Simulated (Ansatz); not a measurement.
F-43m: 4 crystals compared

All 4 crystals share space group F-43m (No. 216) and the same kinds of sites, 2 atoms in the primitive cell. They are database entries and needn't be the stable phases. The set is a selection: crystals with gaps under 0.25 eV or edges off the refined points were left out. Cells are relaxed by PAW under the functional.

Quantity: Kohn-Sham band edges (the gap between refined extrema, the direct gap on the fine mesh). Level: PBEsol, all-electron LAPW in Ansatz 0.2.0, scalar-relativistic.

```json
{"crystal": "AlN", "cell (conventional)": "a = 4.377 Å", "fine k mesh": "16×16×16", "smearing (eV)": "none"}
{"crystal": "AlAs", "cell (conventional)": "a = 5.675 Å", "fine k mesh": "12×12×12", "smearing (eV)": "none"}
{"crystal": "GaN", "cell (conventional)": "a = 4.498 Å", "fine k mesh": "16×16×16", "smearing (eV)": "none"}
{"crystal": "GaAs", "cell (conventional)": "a = 5.658 Å", "fine k mesh": "12×12×12", "smearing (eV)": "none"}
```

Task: Rank them by gap, lowest first.
A. AlAs
B. AlN
C. GaN
D. GaAs

Result: D (0.43 eV), A (1.34 eV), C (1.72 eV), B (3.19 eV).

All values:

```csv
crystal,gap (eV),least direct gap (eV),electron conductivity mass (mₑ),ε∞ without local fields (PAW)
AlN,3.19,4.07,0.366,4.84
AlAs,1.34,1.91,0.307,10.22
GaN,1.72,1.72,0.155,6.19
GaAs,0.43,0.43,0.025,14.91
```

Limits of these numbers: semilocal gaps are low, and light masses and ε∞ follow the gap; this zinc-blende form is metastable at ambient conditions (AlN, GaN); no spin-orbit coupling on heavy atoms (AlAs, GaN, GaAs).
